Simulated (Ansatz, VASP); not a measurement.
**PtSe2 in VASP and in Ansatz**

```
Pt Se
1.0
     3.42608    0.00000    0.00000
    -1.71304    2.96707    0.00000
     0.00000    0.00000    5.46696
Pt Se
1 2
Cartesian
  0.0000 0.0000 0.0000
  0.0000 1.9780 1.3667
  1.7130 0.9890 4.1002
```

Change from the starting cell: strain -0.080 along x and y, +0.080 along z, atoms carried along.

Alike in both runs: task single point; functional PBEsol; k mesh 12 × 12 × 10; occupations gaussian, width 0.15 eV; no spin polarisation.

|  | VASP | Ansatz |
| --- | --- | --- |
| version | VASP 6.6.1 | Ansatz 0.2.0 |
| potentials or method | VASP PAW PBE potentials, release 64 (Pt, Se) | scalar-relativistic, plane waves, PAW |
| plane-wave cutoff (eV) | 520 | 420 |
| valence electrons in the cell | 22 | 50 |

Ansatz gave:

| Property | Result |
| --- | --- |
| gap on the k mesh at the Fermi level (eV) | 0.18 |
| least direct gap on the mesh (eV) | 0.47 |
| pressure (GPa) | 23.6 |
| largest component of the traceless stress (GPa) | 9.45 |
| rms of the force components (eV/Å) | 0.656 |

Problem. Which values does VASP return?

Solution. gap on the k mesh at the Fermi level (eV): 0.17; least direct gap on the mesh (eV): 0.47; pressure (GPa): 23.9; largest component of the traceless stress (GPa): 9.50; rms of the force components (eV/Å): 0.672.

Atom by atom the forces differ by 0.016 eV/Å (rms over components). With one functional, cell and mesh, what is left measures potentials, basis and numerics. The two sets of potentials don't hold the same shells in valence.

Caveats: so large a pressure means that the cell lies far from this level's equilibrium, or that cutoff or potentials fall short (VASP); the potentials were made for another functional, which shifts forces and pressure (VASP); spin-orbit coupling is left out, which moves the levels of the heavy elements.
